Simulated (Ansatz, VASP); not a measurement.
# MgSe in VASP and in Ansatz

Contents of INCAR:

```
SYSTEM = MgSe
ALGO = Normal
EDIFF = 1E-6
EDIFFG = -0.005
ENCUT = 600
GGA = PS
IBRION = 2
ISIF = 3
ISMEAR = 0
LASPH = .TRUE.
LCHARG = .FALSE.
LREAL = .FALSE.
LWAVE = .FALSE.
NELM = 60
NSW = 70
PREC = Accurate
SIGMA = 0.02
```

KPOINTS

```
k-points
0
G
  8 8 8
  0 0 0
```

POSCAR

```
MgSe
1.0
    0.0000000000      2.7544736754      2.7544736754
    2.7544736754      0.0000000000      2.7544736754
    2.7544736754      2.7544736754      0.0000000000
Mg Se
1 1
Direct
    0.0000000000      0.0000000000      0.0000000000
    0.5000000000      0.5000000000      0.5000000000
```

Input for Ansatz:

```yaml
crystal:
  lattice:
    - [0.0, 2.7544736754, 2.7544736754]
    - [2.7544736754, 0.0, 2.7544736754]
    - [2.7544736754, 2.7544736754, 0.0]
  atoms:
    - { symbol: Mg, position: [0.0, 0.0, 0.0] }
    - { symbol: Se, position: [0.5, 0.5, 0.5] }
basis:
  ecutwfc: 420
kpoints:
  mp_grid: { grid: [8, 8, 8] }
hamiltonian:
  xc: pbesol
scf:
  occupations: { method: gaussian, width: 0.02 }
output:
  forces: true
  stress: true
  eigenvalues: true
relax:
  adjacent_minimum: "off"
  f_tol: 0.005
  max_steps: 50
  cell: { stress_tol: 0.05 }
```

Alike in both runs: task relaxation of cell and atoms; functional PBEsol; k mesh 8 × 8 × 8; occupations gaussian, width 0.02 eV; no spin polarisation.

|  | VASP | Ansatz |
| --- | --- | --- |
| version | VASP 6.6.1 | Ansatz 0.2.0 |
| potentials or method | VASP PAW PBE potentials, release 64 (Mg, Se) | scalar-relativistic, plane waves, PAW |
| plane-wave cutoff (eV) | 600 | 420 |
| valence electrons in the cell | 8 | 26 |

```csv
,VASP,Ansatz,Ansatz less VASP
"gap on the k mesh at the Fermi level, each at its own relaxed structure (eV)",1.76,1.77,+0.011
relaxed volume (Å³/atom),20.21,20.24,+0.028
relaxed cell length with the largest relative difference (Å),3.852,3.854,+0.0018
energy change over the relaxation (meV/atom),-4,-4,+0.3
```

The two sets of potentials don't hold the same shells in valence.

Caveats: the PAW data sets were made with another functional, which shifts forces and pressure a little (VASP). A k mesh can miss the band edges. PBEsol gaps usually lie below the measured ones, often by a third to a half.
